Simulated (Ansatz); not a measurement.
Take a crystal in which Rb has been replaced by Li on all its sites, with the cell rescaled by a rough guess (in some cases also distorted within its space group) and nothing relaxed:

```xyz
2
Lattice="0.0000 2.9936 2.9936 2.9936 0.0000 2.9936 2.9936 2.9936 0.0000" Properties=species:S:1:pos:R:3 pbc="T T T"
Li    0.0000    0.0000    0.0000
Br    2.9936    2.9936    2.9936
```

Level of theory: Ansatz 0.2.0, DFT PBEsol, scalar-relativistic, plane waves, PAW.

Cutoff 420 eV; k points 8×8×8 on the computed 2-atom cell (Γ-centred); Gaussian smearing, width 0.02 eV; no spin polarisation.

Will this cell want to expand or contract, and how hard?

The pressure is -4.5 GPa (positive in compression), so the cell would contract.

Is it a metal on this mesh?

No: the gap is 3.90 eV, the least direct gap 3.90 eV.

What is its energy against the elements in their standard states?

-1.429 eV/atom at this unrelaxed geometry, with the elements in the same functional.